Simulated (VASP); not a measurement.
A run of VASP 6.6.1 is set up as follows.

INCAR

```
SYSTEM = MoSe2
ALGO     = Fast           ! electronic algorithm
EDIFF    = 1E-7           ! SCF threshold, eV
ENCUT    = 520            ! plane-wave cutoff, eV
GGA      = CA             ! functional
ISIF     = 2              ! what is computed and relaxed
ISMEAR   = -1             ! smearing method
LASPH    = .True.         ! aspherical terms in the spheres
LCHARG   = .False.        ! write CHGCAR
LMAXMIX  = 4              ! l up to which the mixer works
LREAL    = .False.        ! projectors in reciprocal space
LWAVE    = .False.        ! write WAVECAR
NBANDS   = 35             ! bands
NELM     = 80             ! most SCF steps
PREC     = Accurate       ! precision mode
SIGMA    = 0.05           ! smearing width, eV
```

File KPOINTS:

```
k-points
0
Gamma
  9 9 2
  0 0 0
```

The input POSCAR:

```
MoSe2
1.0
    3.2880000000      0.0000000000      0.0000000000
   -1.6440000000      2.8474915276      0.0000000000
    0.0000000000      0.0000000000     12.9000000000
Mo Se
2 4
Direct
    0.6666666667      0.3333333333      0.7500000000
    0.3333333333      0.6666666667      0.2500000000
    0.6666666667      0.3333333333      0.3750000000
    0.3333333333      0.6666666667      0.8750000000
    0.6666666667      0.3333333333      0.1250000000
    0.3333333333      0.6666666667      0.6250000000
```

The input KPOINTS_OPT:

```
path GMKGALHA,LM,KH
15
line-mode
reciprocal
 0.0000000000  0.0000000000  0.0000000000  G
 0.5000000000  0.0000000000  0.0000000000  M

 0.5000000000  0.0000000000  0.0000000000  M
 0.3333333333  0.3333333333  0.0000000000  K

 0.3333333333  0.3333333333  0.0000000000  K
 0.0000000000  0.0000000000  0.0000000000  G

 0.0000000000  0.0000000000  0.0000000000  G
 0.0000000000  0.0000000000  0.5000000000  A

 0.0000000000  0.0000000000  0.5000000000  A
 0.5000000000  0.0000000000  0.5000000000  L

 0.5000000000  0.0000000000  0.5000000000  L
 0.3333333333  0.3333333333  0.5000000000  H

 0.3333333333  0.3333333333  0.5000000000  H
 0.0000000000  0.0000000000  0.5000000000  A

 0.5000000000  0.0000000000  0.5000000000  L
 0.5000000000  0.0000000000  0.0000000000  M

 0.3333333333  0.3333333333  0.0000000000  K
 0.3333333333  0.3333333333  0.5000000000  H
```

Potentials or basis: VASP PAW LDA potentials, release 64 (Mo_sv, Se).

The run is started by

```sh
$ cat potpaw_LDA.64/Mo_sv/POTCAR potpaw_LDA.64/Se/POTCAR > POTCAR
$ mpirun -np 1 vasp_std > vasp.out
```

Q: What does it give for the largest force?

A: 0.661 eV/Å.

Q: Estimate the band gap along the path.

A: 0.79 eV, indirect (least direct gap 1.37 eV).

Q: Predict the pressure.

A: 1.2 GPa.

Q: Predict the band gap on the k mesh.

A: 0.85 eV, indirect (least direct gap 1.37 eV).

Levels at the corners of the path, in eV from the valence-band top:
```csv
point,band 22,band 23,band 24,band 25,band 26,band 27,band 28,band 29,band 30,band 31
Γ,-1.85,-1.85,-1.12,-0.87,0.00,2.38,2.38,2.43,2.43,2.68
M,-2.23,-1.41,-1.33,-1.23,-1.20,1.34,1.38,1.69,1.96,2.67
M,-2.23,-1.41,-1.33,-1.23,-1.20,1.34,1.38,1.69,1.96,2.67
K,-3.66,-2.45,-2.45,-0.70,-0.52,0.85,0.85,1.69,2.64,2.64
K,-3.66,-2.45,-2.45,-0.70,-0.52,0.85,0.85,1.69,2.64,2.64
Γ,-1.85,-1.85,-1.12,-0.87,0.00,2.38,2.38,2.43,2.43,2.68
Γ,-1.85,-1.85,-1.12,-0.87,0.00,2.38,2.38,2.43,2.43,2.68
A,-1.87,-1.87,-1.87,-0.20,-0.20,2.40,2.40,2.40,2.40,2.77
A,-1.87,-1.87,-1.87,-0.20,-0.20,2.40,2.40,2.40,2.40,2.77
L,-2.37,-1.31,-1.31,-1.27,-1.27,1.36,1.36,1.84,1.84,3.11
L,-2.37,-1.31,-1.31,-1.27,-1.27,1.36,1.36,1.84,1.84,3.11
H,-3.33,-2.60,-2.60,-0.62,-0.62,0.85,0.85,2.15,2.15,2.69
H,-3.33,-2.60,-2.60,-0.62,-0.62,0.85,0.85,2.15,2.15,2.69
A,-1.87,-1.87,-1.87,-0.20,-0.20,2.40,2.40,2.40,2.40,2.77
L,-2.37,-1.31,-1.31,-1.27,-1.27,1.36,1.36,1.84,1.84,3.11
M,-2.23,-1.41,-1.33,-1.23,-1.20,1.34,1.38,1.69,1.96,2.67
K,-3.66,-2.45,-2.45,-0.70,-0.52,0.85,0.85,1.69,2.64,2.64
H,-3.33,-2.60,-2.60,-0.62,-0.62,0.85,0.85,2.15,2.15,2.69
```

Caveat: the cell's inner coordinates are idealised or old, which leaves forces on the atoms.
